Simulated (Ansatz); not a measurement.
Energy ranking of Li3S2 structures

These are results of DFT PBE, scalar-relativistic, plane waves, PAW (Ansatz 0.2.0), not measurements. All cells share a 420 eV cutoff and Γ-centred k meshes spaced at most 0.3 Å⁻¹ (0.19 for metals, 2π included).

All energies are static (0 K, no zero-point motion). Only the structures computed here compete, so a lower one can exist. The k mesh leaves about 4 meV/atom of noise in metals. No run is spin-polarised.

```
#                             started from       space group  atoms  V (Å³/atom)  ΔE (meV/atom)  gap on mesh (eV)  rattle test
1                           a rattled cell       P-1 (No. 2)      5         15.7              0              0.00            -
2  sites of a reported La2O3 cell, changed  P6/mmm (No. 191)      5         23.6             19              0.00            -
3             anti-A-type sesquioxide type   P-3m1 (No. 164)      5         15.9             53              0.00  falls lower
```

The lowest structure: Space group P-1 (No. 2), triclinic, a = 3.915 Å, b = 4.289 Å, c = 5.425 Å, α = 97.3°, β = 100.0°, γ = 116.0°. Around Li on Wyckoff site a (1 atom of the primitive cell) lie 2 S at 2.40 Å, 2 S at 2.57 Å, 2 Li at 2.79 Å and 4 Li at 2.99–3.02 Å (next S at 3.33 Å); Li on Wyckoff site i (2 atoms of the primitive cell) is coordinated by 4 S at 2.41–2.54 Å, 5 Li at 2.79–3.02 Å and 1 S at 3.05 Å; around S lie 6 Li at 2.40–2.57 Å. Its energy against the elements is -1.05 eV/atom. Energies over the elements count from the lowest elemental structures computed at the same level, with no empirical corrections.

```
Li S
1.0
     3.91511    0.00000    0.00000
    -1.87949    3.85562    0.00000
    -0.94640   -1.22409    5.19939
Li S
3 2
Cartesian
  0.0000 0.0000 0.0000
  0.9891 0.3680 3.5710
  0.1002 2.2636 1.6284
  2.0694 0.7929 1.3080
  -0.9802 1.8386 3.8913
```

The second: Space group P6/mmm (No. 191), hexagonal, a = 6.811 Å, c = 2.935 Å. Li is coordinated by 4 S at 2.45 Å; S is coordinated by 6 Li at 2.45 Å and 2 S at 2.94 Å.